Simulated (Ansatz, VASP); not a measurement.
## Two plane-wave programs on Mn

INCAR

```
PREC = Accurate
ENCUT = 520
EDIFF = 1E-7
ISMEAR = -1
SIGMA = 0.1
LREAL = False
LASPH = True
NELM = 80
ALGO = Normal
ISIF = 2
LWAVE = False
LCHARG = False
GGA = B5
ALDAX = 1.0
AGGAX = 1.0
AGGAC = 1.0
ALDAC = 0.0
NBANDS = 20
```

Contents of KPOINTS:

```
regular mesh
0
Gamma
  12 12 12
```

The input POSCAR:

```
Mn
1.0
    0.0000000000      2.5412510507      2.5412510507
    2.5412510507      0.0000000000      2.5412510507
    2.5412510507      2.5412510507      0.0000000000
Mn
2
Direct
    0.1250000000      0.1250000000      0.1250000000
    0.8750000000      0.8750000000      0.8750000000
```

Input for Ansatz:

```yaml
crystal:
  lattice:
    - [0.0, 2.5412510507, 2.5412510507]
    - [2.5412510507, 0.0, 2.5412510507]
    - [2.5412510507, 2.5412510507, 0.0]
  atoms:
    - { symbol: Mn, position: [0.125, 0.125, 0.125] }
    - { symbol: Mn, position: [0.875, 0.875, 0.875] }
hamiltonian:
  xc: blyp
  pseudopotentials:
    kind: paw
    azcp:
      Mn: "pseudopotentials/Mn.paw.azcp"
basis:
  ecutwfc: 420
  fft_grid_basis: typed
kpoints:
  mp_grid: { grid: [12, 12, 12], shift: [0, 0, 0] }
magnetization:
  spin_polarized: false
scf:
  occupations: { method: fermi_dirac, width: 0.1 }
  lower_state_search: "off"
output:
  stress: true
```

Alike in both runs: task single point; functional BLYP; k mesh 12 × 12 × 12; occupations fermi-dirac, width 0.1 eV; no spin polarisation.

```csv
,VASP,Ansatz
version,VASP 6.6.1,Ansatz 0.2.0
potentials or method,"VASP PAW PBE potentials, release 64 (Mn_pv)","plane waves (420 eV) with PAW, scalar-relativistic"
plane-wave cutoff (eV),520,420
valence electrons in the cell,26,30
```

VASP gave:

- pressure (GPa): -4.3

Which values does Ansatz return?

Pressure (GPa): -4.7.

The two sets of potentials don't hold the same shells in valence.

Caveats: the PAW data sets were made with another functional, which shifts forces and pressure a little (VASP); the run has no spin polarisation, though such a crystal can be magnetic. Spin polarisation is off, so any magnetic state and its effect on volume and gap are missing.
